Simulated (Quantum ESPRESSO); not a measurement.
# HfO2 (Fm-3m) in Quantum ESPRESSO: settings compared, part 2 of 2

Quantum ESPRESSO 7.5. Earlier steps stand in the parts before.

## 10. Band structure, PBE

pw.in

```
&CONTROL
  calculation = 'scf'
  prefix = 'pwscf'
  outdir = './tmp'
  pseudo_dir = './pseudo'
  tprnfor = .true.
  tstress = .true.
  disk_io = 'low'
/
&SYSTEM
  ibrav = 0
  nat = 3
  ntyp = 2
  ecutwfc = 84
  nbnd = 19
  occupations = 'smearing'
  smearing = 'fd'
  degauss = 0.00367493
/
&ELECTRONS
  conv_thr = 6d-10
  electron_maxstep = 120
  mixing_beta = 0.5
/
ATOMIC_SPECIES
Hf   178.4900 Hf.upf
O     15.9990 O.upf
CELL_PARAMETERS angstrom
   0.0000000000    2.5575000000    2.5575000000
   2.5575000000    0.0000000000    2.5575000000
   2.5575000000    2.5575000000    0.0000000000
ATOMIC_POSITIONS crystal
Hf     0.0000000000    0.0000000000    0.0000000000
O      0.7500000000    0.7500000000    0.7500000000
O      0.2500000000    0.2500000000    0.2500000000
K_POINTS automatic
9 9 9 0 0 0
```

pp_density.in

```
&INPUTPP
  prefix = 'pwscf'
  outdir = './tmp'
  filplot = 'density.dat'
  plot_num = 0
/
&PLOT
  nfile = 1
  filepp(1) = 'density.dat'
  iflag = 3
  output_format = 6
  fileout = 'density.cube'
/
```

pp_potential.in

```
&INPUTPP
  prefix = 'pwscf'
  outdir = './tmp'
  filplot = 'potential.dat'
  plot_num = 11
/
&PLOT
  nfile = 1
  filepp(1) = 'potential.dat'
  iflag = 3
  output_format = 6
  fileout = 'potential.cube'
/
```

pp_elf.in

```
&INPUTPP
  prefix = 'pwscf'
  outdir = './tmp'
  filplot = 'elf.dat'
  plot_num = 8
/
&PLOT
  nfile = 1
  filepp(1) = 'elf.dat'
  iflag = 3
  output_format = 6
  fileout = 'elf.cube'
/
```

bands.in

```
&CONTROL
  calculation = 'bands'
  prefix = 'pwscf'
  outdir = './tmp'
  pseudo_dir = './pseudo'
  disk_io = 'low'
  verbosity = 'high'
/
&SYSTEM
  ibrav = 0
  nat = 3
  ntyp = 2
  ecutwfc = 84
  nbnd = 19
  occupations = 'smearing'
  smearing = 'fd'
  degauss = 0.00367493
/
&ELECTRONS
  conv_thr = 1d-08
  electron_maxstep = 120
  mixing_beta = 0.5
  diago_full_acc = .true.
/
ATOMIC_SPECIES
Hf   178.4900 Hf.upf
O     15.9990 O.upf
CELL_PARAMETERS angstrom
   0.0000000000    2.5575000000    2.5575000000
   2.5575000000    0.0000000000    2.5575000000
   2.5575000000    2.5575000000    0.0000000000
ATOMIC_POSITIONS crystal
Hf     0.0000000000    0.0000000000    0.0000000000
O      0.7500000000    0.7500000000    0.7500000000
O      0.2500000000    0.2500000000    0.2500000000
K_POINTS crystal
60
 0.0000000000  0.0000000000  0.0000000000 1
 0.0625000000  0.0000000000  0.0625000000 1
 0.1250000000  0.0000000000  0.1250000000 1
 0.1875000000  0.0000000000  0.1875000000 1
 0.2500000000  0.0000000000  0.2500000000 1
 0.3125000000  0.0000000000  0.3125000000 1
 0.3750000000  0.0000000000  0.3750000000 1
 0.4375000000  0.0000000000  0.4375000000 1
 0.5000000000  0.0000000000  0.5000000000 1
 0.5000000000  0.0625000000  0.5625000000 1
 0.5000000000  0.1250000000  0.6250000000 1
 0.5000000000  0.1875000000  0.6875000000 1
 0.5000000000  0.2500000000  0.7500000000 1
 0.4375000000  0.3125000000  0.7500000000 1
 0.3750000000  0.3750000000  0.7500000000 1
 0.3375000000  0.3375000000  0.6750000000 1
 0.3000000000  0.3000000000  0.6000000000 1
 0.2625000000  0.2625000000  0.5250000000 1
 0.2250000000  0.2250000000  0.4500000000 1
 0.1875000000  0.1875000000  0.3750000000 1
 0.1500000000  0.1500000000  0.3000000000 1
 0.1125000000  0.1125000000  0.2250000000 1
 0.0750000000  0.0750000000  0.1500000000 1
 0.0375000000  0.0375000000  0.0750000000 1
 0.0000000000  0.0000000000  0.0000000000 1
 0.0625000000  0.0625000000  0.0625000000 1
 0.1250000000  0.1250000000  0.1250000000 1
 0.1875000000  0.1875000000  0.1875000000 1
 0.2500000000  0.2500000000  0.2500000000 1
 0.3125000000  0.3125000000  0.3125000000 1
 0.3750000000  0.3750000000  0.3750000000 1
 0.4375000000  0.4375000000  0.4375000000 1
 0.5000000000  0.5000000000  0.5000000000 1
 0.5250000000  0.4500000000  0.5250000000 1
 0.5500000000  0.4000000000  0.5500000000 1
 0.5750000000  0.3500000000  0.5750000000 1
 0.6000000000  0.3000000000  0.6000000000 1
 0.6250000000  0.2500000000  0.6250000000 1
 0.5833333333  0.2500000000  0.6666666667 1
 0.5416666667  0.2500000000  0.7083333333 1
 0.5000000000  0.2500000000  0.7500000000 1
 0.5000000000  0.2857142857  0.7142857143 1
 0.5000000000  0.3214285714  0.6785714286 1
 0.5000000000  0.3571428571  0.6428571429 1
 0.5000000000  0.3928571429  0.6071428571 1
 0.5000000000  0.4285714286  0.5714285714 1
 0.5000000000  0.4642857143  0.5357142857 1
 0.5000000000  0.5000000000  0.5000000000 1
 0.4821428571  0.4821428571  0.5357142857 1
 0.4642857143  0.4642857143  0.5714285714 1
 0.4464285714  0.4464285714  0.6071428571 1
 0.4285714286  0.4285714286  0.6428571429 1
 0.4107142857  0.4107142857  0.6785714286 1
 0.3928571429  0.3928571429  0.7142857143 1
 0.3750000000  0.3750000000  0.7500000000 1
 0.6250000000  0.2500000000  0.6250000000 1
 0.5937500000  0.1875000000  0.5937500000 1
 0.5625000000  0.1250000000  0.5625000000 1
 0.5312500000  0.0625000000  0.5312500000 1
 0.5000000000  0.0000000000  0.5000000000 1
```

Potentials or basis: PseudoDojo 0.4.1 SR PBE standard.

On the command line:

```sh
$ OMP_NUM_THREADS=1 pw.x -in pw.in > pw.out
$ OMP_NUM_THREADS=1 pp.x -in pp_density.in > pp_density.out
$ OMP_NUM_THREADS=1 pp.x -in pp_potential.in > pp_potential.out
$ OMP_NUM_THREADS=1 pp.x -in pp_elf.in > pp_elf.out
$ OMP_NUM_THREADS=1 pw.x -in bands.in > bands.out
```

Wall time 71 s (1 thread of Intel Xeon Platinum 8259CL at 2.50GHz (Skylake/Cascade Lake), shared host); peak memory 0.09 GiB.

Results (log left out):

```yaml
Free_energy: -2441.0071 eV
Pressure: -4.9 GPa
Band_gap_on_the_k_mesh: 3.87 eV, indirect (least direct gap 3.99 eV)
Band_gap_along_the_path: 3.77 eV, direct
```

Levels at the corners of the path, in eV from the valence-band top:
```
point  band 8  band 9  band 10  band 11  band 12  band 13  band 14  band 15  band 16  band 17
    Γ   -5.17   -5.17    -0.60    -0.60    -0.60     3.87     3.87     5.66    10.11    10.11
    X   -3.39   -3.39    -1.50    -1.50     0.00     3.77     5.43     6.44     7.96     7.96
    W   -4.92   -2.50    -2.50    -1.36    -0.20     4.76     5.09     6.89     6.89     8.10
    K   -3.92   -3.27    -2.17    -1.30    -0.33     4.28     5.35     6.73     7.35     8.22
    Γ   -5.17   -5.17    -0.60    -0.60    -0.60     3.87     3.87     5.66    10.11    10.11
    L   -4.17   -3.01    -2.65    -1.80    -1.80     4.56     4.56     6.79     8.98     9.12
    U   -3.92   -3.27    -2.17    -1.30    -0.33     4.28     5.35     6.73     7.35     8.22
    W   -4.92   -2.50    -2.50    -1.36    -0.20     4.76     5.09     6.89     6.89     8.10
    L   -4.17   -3.01    -2.65    -1.80    -1.80     4.56     4.56     6.79     8.98     9.12
    K   -3.92   -3.27    -2.17    -1.30    -0.33     4.28     5.35     6.73     7.35     8.22
    U   -3.92   -3.27    -2.17    -1.30    -0.33     4.28     5.35     6.73     7.35     8.22
    X   -3.39   -3.39    -1.50    -1.50     0.00     3.77     5.43     6.44     7.96     7.96
```

Caveat: spin-orbit coupling is left out, which moves the levels of the heavy elements; the mesh misses the band edges, which the band path finds closer together. Expect the measured gap to be larger: semilocal functionals such as PBE lack the derivative discontinuity.
